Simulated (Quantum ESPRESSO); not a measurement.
# TePb under changes of volume

One of the cells (32.055 Å³/atom); the others are scaled copies at fixed shape and fractional positions:

```
Pb Te
1.0
     4.00229    0.00000    0.00000
     0.00000    4.00229    0.00000
     0.00000    0.00000    4.00229
Pb Te
1 1
Direct
  0.00000 0.00000 0.00000
  0.50000 0.50000 0.50000
```

Measurements of this composition are mostly on another form, of space group No. 225.

* Program: Quantum ESPRESSO 7.5
* Functional: PBE
* Potentials or basis: SSSP 1.3 efficiency PBE
* Cutoff: 748 eV
* Density cutoff: 5987 eV
* k mesh: 7 × 7 × 7
* Occupations: fermi-dirac, width 0.05 eV
* Spin: no spin polarisation

```csv
volume (Å³/atom),energy over the lowest point (meV/atom),pressure (GPa)
30.132,15.68,2.6
30.773,?,?
31.414,1.59,0.7
32.055,0.00,-0.1
32.696,1.61,-0.9
33.337,6.14,-1.6
33.978,13.31,-2.2
```

What does the run at 30.773 Å³/atom give?

Energy over the lowest point 6.70 meV/atom; pressure 1.6 GPa.

Worked out: A Birch-Murnaghan fit of order 3 (a polynomial in V^(-2/3)) to the other rows has its minimum at 32.04 Å³/atom with B0 = V·E''(V) = 40 GPa and B' = 3.7. It gives 6.70 meV/atom at 30.773 Å³/atom, against the run's 6.70, and -dE/dV = 1.7 GPa, against 1.6.

Energies are extrapolated to zero smearing.
